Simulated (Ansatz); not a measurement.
**Cu: from a trial structure to a relaxed crystal**

These are results of Ansatz 0.2.0, DFT PBE, scalar-relativistic, plane waves, PAW, not measurements. Cutoff 420 eV, Γ-centred k mesh, Gaussian smearing, no spin polarisation in the final step.

Cu was placed on the simple cubic structure type (Pm-3m, No. 221), at a guessed volume.

```yaml
crystal:
  lattice:
    - [2.28845, 0.00000, 0.00000]
    - [0.00000, 2.28845, 0.00000]
    - [0.00000, 0.00000, 2.28845]
  atoms:
    - { symbol: Cu, position: [0.00000, 0.00000, 0.00000] }
```

Cell and atoms relax at zero pressure; the relaxation can't lower the symmetry of the start. After a coarse first stage the cell is made exact in the group found at 0.06 Å.

Energies count from the standard state of Cu at the same level.

Q: What does it relax into?

A: It keeps Pm-3m (No. 221). The result has the simple cubic structure. Conventional cell: a = 2.406 Å. Cu has 6 Cu at 2.41 Å.

```
Cu
1.0
     2.40601    0.00000    0.00000
     0.00000    2.40601    0.00000
     0.00000    0.00000    2.40601
Cu
1
Cartesian
  0.0000 0.0000 0.0000
```

Q: What are its volume, energy, density and gap?

A: The volume per atom is 13.93 Å³ and the density is 7.58 g/cm³. The energy over the standard structure is 0.47 eV/atom. The gap on the 22×22×22 mesh is 0 eV (a metal).

The final run used a 22×22×22 mesh on its 1-atom cell and 0.10 eV smearing. For metals, differences of a few meV/atom aren't resolved. Symmetry constrained the relaxation, so the result can be a saddle point. The steps took about 14 core-seconds in all.